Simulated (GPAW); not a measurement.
# HfN (F-43m) in GPAW: equation of state

Aim: energy against volume of HfN in PBE, for its equilibrium volume and stiffness.

Everything below comes from runs of GPAW 26.7.0. Logs are shortened: lines on timing, memory, paths and dates and some standing lists are left out, and cuts for length are marked. The log counts tension as positive stress, the text compression.

## 1. The crystal as given

Symmetry: F-43m, No. 216, cubic system. The conventional cell has a = 4.910 Å, b = 4.910 Å, c = 4.910 Å, α = 90.00°, β = 90.00°, γ = 90.00°. Hf (site symmetry -43m) has 4 N at 2.13 Å as nearest neighbours. N (site symmetry -43m) is surrounded by 4 Hf at 2.13 Å.

The cell comes from a database or a generator and needn't be the stable form of this composition.

## 2. Equation of state, PBE

run.py reads:

```python
from ase.eos import EquationOfState
from ase.io import Trajectory, read
from ase.units import GPa
from gpaw import GPAW, PW

atoms = read('POSCAR')

traj = Trajectory('eos.traj', 'w')
volumes, energies = [], []
for x in [0.94, 0.96, 0.98, 1.0, 1.02, 1.04, 1.06]:
    a = atoms.copy()
    a.set_cell(atoms.cell * x**(1 / 3), scale_atoms=True)
    calc = GPAW(mode=PW(800),
                xc='PBE',
                kpts={'size': (9, 9, 9), 'gamma': True},
                occupations={'name': 'fermi-dirac', 'width': 0.05},
                nbands=19,
                convergence={'density': 1e-05, 'energy': 1e-05},
                maxiter=150,
                txt=f'eos-{x:.2f}.txt')
    a.calc = calc
    energies.append(a.get_potential_energy(force_consistent=True))
    volumes.append(a.get_volume())
    p = -a.get_stress()[:3].mean() / GPa
    calc.write(f'eos-{x:.2f}.gpw')
    traj.write(a)
    print(f'{x:.2f} {volumes[-1]:10.4f} A^3 {energies[-1]:14.6f} eV {p:9.3f} GPa', flush=True)

v0, e0, B = EquationOfState(volumes, energies, eos='birchmurnaghan').fit()
print(f'V0 = {v0:.4f} A^3, E0 = {e0:.6f} eV, B0 = {B / GPa:.2f} GPa')
```

POSCAR reads:

```
HfN
1.0
    0.0000000000      2.4548220000      2.4548220000
    2.4548220000      0.0000000000      2.4548220000
    2.4548220000      2.4548220000      0.0000000000
Hf N
1 1
Direct
    0.0000000000      0.0000000000      0.0000000000
    0.2500000000      0.2500000000      0.2500000000
```

Potentials or basis: GPAW PAW data sets (gpaw-data 1.2.1), pw.

Run with:

```bash
OMP_NUM_THREADS=1 python run.py
```

The log of the run:

```text
__  _  _
 | _ |_)|_||  |
 |__||  | ||/\| - 26.7.0

Input parameters:
  mode=PW(ecut=800.0),
  convergence={'density': 1e-05, 'energy': 1e-05},
  kpts=MonkhorstPack(size=(9, 9, 9), gamma=True),
  maxiter=150,
  nbands=19,
  occupations=Occupations(name='fermi-dirac', width=0.05),
  xc=XC(name='PBE')

Diagonalizing LCAO Hamiltonian
Converting LCAO to pw mode

           N

       Hf

Atoms  # Å, Bohr magnetons
|   | symbol |        x |        y |        z |    initial magnetic moments |
|---|--------|----------|----------|----------|-----------------------------|
| 0 |     Hf | 0.000000 | 0.000000 | 0.000000 | ( 0.0000,  0.0000,  0.0000) |
| 1 |      N | 1.202355 | 1.202355 | 1.202355 | ( 0.0000,  0.0000,  0.0000) |

Unit cell  # Å
| periodic |        x |        y |        z |  lengths |    angles |
|----------|----------|----------|----------|----------|-----------|
|      yes | 0.000000 | 2.404710 | 2.404710 | 3.400773 | 60.000000 |
|      yes | 2.404710 | 0.000000 | 2.404710 | 3.400773 | 60.000000 |
|      yes | 2.404710 | 2.404710 | 0.000000 | 3.400773 | 60.000000 |

Number of symmetries: 24
Symmetry operations  # r_c * U_cc + t_c -> r_c
|    | kind |            matrix            |
|----|------|------------------------------|
|  0 |  E   |  1, 0, 0,  0, 1, 0,  0, 0, 1 |
|  1 |  σ   |  1, 0, 0,  0, 0, 1,  0, 1, 0 |
|  2 |  σ   |  1, 0,-1,  0, 1,-1,  0, 0,-1 |
|  3 |  C3  |  1, 0,-1,  0, 0,-1,  0, 1,-1 |
|  4 |  C3  |  1,-1, 0,  0,-1, 1,  0,-1, 0 |
|  5 |  σ   |  1,-1, 0,  0,-1, 0,  0,-1, 1 |
|  6 |  σ   |  0, 1, 0,  1, 0, 0,  0, 0, 1 |
|  7 |  C3  |  0, 1, 0,  0, 0, 1,  1, 0, 0 |
|  8 |  C2  |  0, 1,-1,  1, 0,-1,  0, 0,-1 |
|  9 |  S4  |  0, 1,-1,  0, 0,-1,  1, 0,-1 |
| 10 |  C3  |  0, 0, 1,  1, 0, 0,  0, 1, 0 |
| 11 |  σ   |  0, 0, 1,  0, 1, 0,  1, 0, 0 |
| 12 |  S4  |  0, 0,-1,  1, 0,-1,  0, 1,-1 |
| 13 |  C3  |  0, 0,-1,  0, 1,-1,  1, 0,-1 |
| 14 |  S4  |  0,-1, 1,  1,-1, 0,  0,-1, 0 |
| 15 |  C2  |  0,-1, 1,  0,-1, 0,  1,-1, 0 |
| 16 |  C3  |  0,-1, 0,  1,-1, 0,  0,-1, 1 |
| 17 |  S4  |  0,-1, 0,  0,-1, 1,  1,-1, 0 |
| 18 |  S4  | -1, 1, 0, -1, 0, 1, -1, 0, 0 |
| 19 |  C3  | -1, 1, 0, -1, 0, 0, -1, 0, 1 |
| 20 |  C3  | -1, 0, 1, -1, 1, 0, -1, 0, 0 |
| 21 |  S4  | -1, 0, 1, -1, 0, 0, -1, 1, 0 |
| 22 |  σ   | -1, 0, 0, -1, 1, 0, -1, 0, 1 |
| 23 |  C2  | -1, 0, 0, -1, 0, 1, -1, 1, 0 |

BZ-sampling:
  Number of BZ points: 729
  Number of IBZ points: 35

  Monkhorst-Pack size: [9, 9, 9]
  Monkhorst-Pack shift: [0, 0, 0]

K-points  # in reciprocal-cell coordinates
|     |                                coordinates |     weight |
|-----|--------------------------------------------|------------|
|   0 | (  0.00000000,   0.00000000,   0.00000000) | 0.00137174 |
|   1 | (  0.11111111,   0.11111111,   0.00000000) | 0.00823045 |
|   2 | (  0.11111111,   0.11111111,   0.11111111) | 0.01097394 |
|   3 | (  0.22222222,   0.11111111,   0.11111111) | 0.01646091 |
|   4 | (  0.22222222,   0.22222222,   0.00000000) | 0.00823045 |
|   5 | (  0.22222222,   0.22222222,   0.11111111) | 0.03292181 |
|   6 | (  0.22222222,   0.22222222,   0.22222222) | 0.01097394 |
|   7 | (  0.33333333,   0.22222222,   0.11111111) | 0.03292181 |
|   8 | (  0.33333333,   0.22222222,   0.22222222) | 0.03292181 |
|   9 | (  0.33333333,   0.33333333,  -0.33333333) | 0.01646091 |
| ... |                                            |            |
|  34 | (  0.44444444,   0.44444444,   0.44444444) | 0.01097394 |

Plane wave coefficients: 1459
Cutoff: 800.0 eV

Spin-components: 1 (collinear spins)
Bands:           19
Projectors:      11
Spin-degeneracy: 2
Datatype:        complex128

Parallelization:
  kpt:    1
  domain: 1
  band:   1

Density:
  Valence electrons: 17.0
  Components: 1
  Grid points: [24 24 24]
  Charge: 0.0  # |e|

Potential:
  Grid points: [24 24 24]

species:
  Hf:
    name:    Hafnium
    Z:       72.0
    valence: 12
    core:    60
    charge:  0.0  # [|e|]
    compensation charges:
      type: gauss
      rc: 0.41  # [Å]
      lmax: 2
    cutoffs:
      filter: 2.36  # [Å]
      core: 4.02  # [Å]
    projectors
    | kind |    occ | energy [eV] | rcut [Å] |
    |------|--------|-------------|----------|
    |   5s |  2.000 |     -66.831 |    1.397 |
    |   6s |  2.000 |      -5.097 |    1.397 |
    |   5p |  6.000 |     -35.599 |    1.307 |
    |   6p |  0.000 |      -1.401 |    1.307 |
    |   5d |  2.000 |      -2.699 |    1.334 |
    |    d |        |      24.513 |    1.334 |

    Using partial waves for Hf as LCAO basis

  N:
    name:    Nitrogen
    Z:       7.0
    valence: 5
    core:    2
    charge:  0.0  # [|e|]
    compensation charges:
      type: gauss
      rc: 0.18  # [Å]
      lmax: 2
    cutoffs:
      filter: 1.11  # [Å]
      core: 0.96  # [Å]
    projectors
    | kind |    occ | energy [eV] | rcut [Å] |
    |------|--------|-------------|----------|
    |   2s |  2.000 |     -18.583 |    0.603 |
    |   2p |  3.000 |      -7.089 |    0.529 |
    |    s |        |       8.629 |    0.603 |
    |    p |        |      20.123 |    0.529 |
    |    d |        |       0.000 |    0.577 |

    Using partial waves for N as LCAO basis

Reference energy: -411367.836780  # eV

eigensolver:
  PPCG
  Converge bands: occupied
  niter=2

density mixing:
  MSR1-Mixer
  Pratt-step length: 0.05
  Maximum mixing coefficient: 0.75
  Old densities: 10
  SVD Regularization: 0.005
  Good broyden scale: 1.0
  Trust region scale: 1.0
  Backstep threshold: 4.0
  History deletion threshold: 6.0
  Fourier metric: weight=20.0, sigma=0.015

occupation numbers:
  Fermi-Dirac:
    width: 0.0500  # eV

poisson solver:
  ecut: 6400.0  # eV

xc functional:
  name: PBE with 2 nearest neighbor stencil

convergence criteria:
- Maximum integral of absolute [dens]ity change: 1e-05 electrons / valence electron
- Maximum [total energy] change in last 3 cyles: 1e-05 eV / valence electron
- Maximum integral of absolute [eigenst]ate change: 4e-08 eV^2 / valence electron
maximum number of iterations: 150

SCF iterations
|iter     | |      energy | eigst |  dens |
|---------|-|-------------|-------|-------|
|iter:   1| |  -21.163804 | +0.01 |       |
|iter:   2| |  -20.397237 | -2.02 | -0.83 |
|iter:   3| |  -18.653551 | -1.20 | -0.89 |
|iter:   4| |  -18.658914 | -2.85 | -1.53 |
|iter:   5| |  -18.668127 | -3.27 | -1.75 |
|iter:   6| |  -18.668095 | -5.42 | -2.91 |
|iter:   7| |  -18.668108c| -6.09 | -3.32 |
|iter:   8| |  -18.668109c| -7.61c| -4.18 |
|iter:   9| |  -18.668109c| -8.09c| -4.89 |
|iter:  10| |  -18.668109c| -8.92c| -5.72c|

Converged in 10 steps
Energy contributions relative to reference atoms: (reference = -411367.836780)

Energy contributions:
  Kinetic:          31.422990
  Coulomb:         -31.242168
  Zero:             -0.252019
  External:          0.000000
  Xc:              -18.594591
  Entropy:          -0.004642
  Spinorbit:         0.000000
  ----------------------------
  Free energy:     -18.670430
  Extrapolated:    -18.668109

dipole moment: (-18.530813, -18.530813, -18.530813)  # |e|*Ang

Fermi level: 10.850
Eigenvalues  # (at kpt = [0.000, 0.000, 0.000])
| band index |      eig [eV] | occ [0-2] |
|------------|---------------|-----------|
|          0 |       -51.316 |     2.000 |
|          1 |       -20.101 |     2.000 |
|          2 |       -20.101 |     2.000 |
|          3 |       -20.101 |     2.000 |
|          4 |        -5.610 |     2.000 |
|          5 |         5.097 |     2.000 |
[... 9 lines left out ...]
|         15 |        24.939 |     0.000 |
|         16 |        24.939 |     0.000 |
|        ... |               |           |
|         18 |        33.021 |     0.000 |

No gap
No difference between direct/indirect transitions

Stress tensor  # eV/Ang^3
|         x |         y |         z |
|-----------|-----------|-----------|
| -0.097393 | -0.000000 |  0.000000 |
| -0.000000 | -0.097393 |  0.000000 |
|  0.000000 |  0.000000 | -0.097393 |

# Writing to eos-0.94.gpw (mode='')
```

Wall time 2.6 min (1 thread of Arm Neoverse V1, shared host); peak memory 0.23 GiB.

What came out:

| Quantity | Value |
| --- | --- |
| Equilibrium volume | 14.94 Å³/atom |
| Bulk modulus | 193 GPa |
| Pressure derivative of the bulk modulus | 4.0 |

Energy against volume, from the lowest point:
```csv
volume (Å³/atom),energy (meV/atom)
13.906,48.09
14.201,23.32
14.497,7.65
14.793,0.11
15.089,0.00
15.385,6.67
15.681,19.35
```
